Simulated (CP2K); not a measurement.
Crystal: Cu.

```
Cu
1.0
     4.15887    0.00000    0.00000
    -3.44491    2.32999    0.00000
     0.00000    0.00000    2.47550
Cu
2
Cartesian
  3.1410 0.3119 1.8566
  -2.4270 2.0181 0.6189
```

This isn't the form of Cu at room conditions, which is fcc.

Base run:

| Property | Result |
| --- | --- |
| Program | CP2K 2026.2 |
| Functional | PBE |
| Potentials or basis | GTH_POTENTIALS Cu GTH-PADE-q11; DZVP-MOLOPT-SR-GTH basis |
| Density cutoff | 6123 eV |
| k mesh | 11 × 11 × 11 |
| Occupations | fermi-dirac, width 0.05 eV |
| Spin | no spin polarisation |

Its results: band gap on the k mesh none (metal or under the smearing width); pressure 7.6 GPa; largest force 0.037 eV/Å.

Problem. After a change of settings the same cell gave: band gap on the k mesh none (metal or under the smearing width); pressure 11.0 GPa; largest force 0.062 eV/Å. Which change was it?
A. potentials or basis from GTH_POTENTIALS Cu GTH-PADE-q11; DZVP-MOLOPT-SR-GTH basis to POTENTIAL_UZH Cu GTH-PBE0-q11; DZVP-MOLOPT-SR-GTH basis; potentials from Cu GTH-PADE-q11 of GTH_POTENTIALS to Cu GTH-PBE0-q11 of POTENTIAL_UZH
B. potentials or basis from GTH_POTENTIALS Cu GTH-PADE-q11; DZVP-MOLOPT-SR-GTH basis to POTENTIAL_UZH Cu GTH-SCAN-q11; DZVP-MOLOPT-SR-GTH basis; potentials from Cu GTH-PADE-q11 of GTH_POTENTIALS to Cu GTH-SCAN-q11 of POTENTIAL_UZH
C. potentials or basis from GTH_POTENTIALS Cu GTH-PADE-q11; DZVP-MOLOPT-SR-GTH basis to GTH_POTENTIALS Cu GTH-PBE-q11; DZVP-MOLOPT-SR-GTH basis; potentials from Cu GTH-PADE-q11 of GTH_POTENTIALS to Cu GTH-PBE-q11 of GTH_POTENTIALS
D. potentials or basis from GTH_POTENTIALS Cu GTH-PADE-q11; DZVP-MOLOPT-SR-GTH basis to GTH_POTENTIALS Cu GTH-BLYP-q11; DZVP-MOLOPT-SR-GTH basis; potentials from Cu GTH-PADE-q11 of GTH_POTENTIALS to Cu GTH-BLYP-q11 of GTH_POTENTIALS

Solution. B.

Caveats: the potentials were made for another functional, which shifts forces and pressure; the basis of atomic orbitals isn't converged, which shifts pressures, moduli and gaps.
